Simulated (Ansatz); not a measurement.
# Response of HgTe to small distortions

```xyz
2
Lattice="0.0000 2.9215 2.9215 2.9215 0.0000 2.9215 2.9215 2.9215 0.0000" Properties=species:S:1:pos:R:3 pbc="T T T"
Hg    0.0000    0.0000    0.0000
Te    2.9215    2.9215    2.9215
```

Atom numbers follow the list: Hg1, Te2.

The geometry is COD entry 1538296, unchecked; take it as a test cell.

Spin–orbit coupling is left out, though it moves levels of the heavy atoms by tenths of an eV or more.

Computed with DFT, PBEsol, all-electron LAPW, scalar-relativistic (Ansatz 0.2.0).

Sampling and basis: a Γ-centred 12×12×12 k mesh, Fermi–Dirac smearing of 0.08 eV, basis error target 1 meV/atom, no spin polarisation.

The unchanged cell is at 6.07 GPa.

In a metal, stresses and small energies carry noise from the k mesh.

x, y and z are the Cartesian axes of the cell as listed; fractional coordinates follow a strain, and an engineering shear is twice the off-diagonal strain component.

With equal xy, yz and zx engineering shear strains of -2 %: energy change +2 meV/atom; stress change (xx, yy, zz, yz, xz, xy) 0.01, 0.01, 0.01, 0.29, 0.29, 0.29 GPa, compression positive.

With equal xy, yz and zx engineering shear strains of -1 %: energy change under 1 meV/atom; stress change (xx, yy, zz, yz, xz, xy) 0.00, 0.00, 0.00, 0.14, 0.14, 0.14 GPa, compression positive.

(1) With this change (equal xy, yz and zx engineering shear strains of +1 %), what becomes of the energy and stress?

(2) With this change (equal xy, yz and zx engineering shear strains of +2 %), what becomes of the energy and stress?

Results:

(1) Energy change under 1 meV/atom; stress change (xx, yy, zz, yz, xz, xy) 0.00, 0.00, 0.00, -0.15, -0.15, -0.15 GPa, compression positive.

(2) Energy change +2 meV/atom; stress change (xx, yy, zz, yz, xz, xy) 0.01, 0.01, 0.01, -0.30, -0.30, -0.30 GPa, compression positive.
